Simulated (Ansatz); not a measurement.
TiSi2:

```
Ti Si
1.0
     0.00000    4.11752    4.26290
     2.38951    0.00000    4.26290
     2.38951    4.11752    0.00000
Ti Si
2 4
Direct
  0.75000 0.75000 0.75000
  0.50000 0.50000 0.50000
  0.41257 0.08743 0.41257
  0.08743 0.41257 0.08743
  0.16257 0.83743 0.16257
  0.83743 0.16257 0.83743
```

The cell is a database's computed one.

Base run:

```yaml
Program: Ansatz 0.2.0
Functional: RPBE
Potentials_or_basis: Ansatz PAW
Cutoff: "420 eV (not typed: the program's choice for these potentials)"
k_mesh: 7 × 7 × 7
Occupations: fermi-dirac, width 0.05 eV
Spin: no spin polarisation
```

Its results: band gap on the k mesh none (metal or under the smearing width); pressure 4.7 GPa; largest force 0.007 eV/Å.

Q: The run is repeated on the same cell with these changes: functional from RPBE to r2SCAN; cutoff from 420 eV (not typed: the program's choice for these potentials) to 500 eV (not typed: the program's choice for these potentials). What comes out?

A: Band gap on the k mesh none (metal or under the smearing width); pressure -0.2 GPa; largest force 0.016 eV/Å.

Caveats: the PAW data sets come from PBE, with cores solved anew for the run's functional, which leaves a small shift of forces and pressure.
